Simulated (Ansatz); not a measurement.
# A series in volume per atom on Ga

Results calculated with Ansatz 0.2.0 development build, not measured. Equation of state of a cubic crystal from periodic Kohn-Sham density functional theory without spin; pressure corrected for the finite basis.

Cell of the first row (space group Fd-3m, No. 227):
```
Ga
1.0
      0.0000     2.8601     2.8601
      2.8601     0.0000     2.8601
      2.8601     2.8601     0.0000
Ga
2
Direct
  0.00000 0.00000 0.00000
  0.25000 0.25000 0.25000
```

Settings of every row: formula Ga; structure type diamond; functional r2SCAN; spin treatment none; k mesh 10x10x10; occupation method fermi-dirac; occupation width 0.1 eV; wave cutoff 700 eV; datasets hard PAW; density cutoff ratio 4; xc grid level 2.

Limits: a cubic model structure, not a phase known at ambient conditions; pseudopotentials made with PBE, not this functional; the SCF threshold is loose for a stress in some rows.

```
row  volume per atom (Å³)  pressure (GPa)  energy above lowest point (meV/atom)
  1                23.396            1.38                                   2.9
  2                 24.16               ?                                     ?
  3                24.922          -1.373                                  3.63
  4                25.685          -2.427                                 12.76
  5                26.448          -3.299                                 26.46
```

Question: what pressure should row 2 give?

Worked fit of pressure. Take u = (V_r/V)^(2/3) − 1 with V_r = 25.303 Å³ an atom, which is twice the finite (Eulerian) strain; such expansions in the strain, on which the Birch-Murnaghan equation of state is built, carry the rest volume and the bulk modulus. The shown rows have u = 0.05363, 0.01017, -0.00994, -0.02907. Least squares give pressure = −1.9234 + 52.341 × u + 172.58 × u² GPa; a straight line predicts inner rows, each left out in turn, worse (root mean square 0.18 against 0.00073 GPa). All shown rows lie on it to the printed digit. The pressure vanishes at u = 0.0331, or V = 24.1 Å³ an atom, and there the bulk modulus at fixed shape and fractions is B = −V dP/dV = (2/3)(1 + u) dP/du = 43.9 GPa. The withheld row has u = 0.0313, so the fit gives −1.9234 + 52.341 × (0.0313) + 172.58 × (0.0313)² = -0.116 GPa.

The calculation gave -0.117 GPa. The fit lies 0.001 GPa (0.021 % of the column's range) above it, one unit of the last digit.

The other values of row 2: energy above lowest point 0 meV/atom.
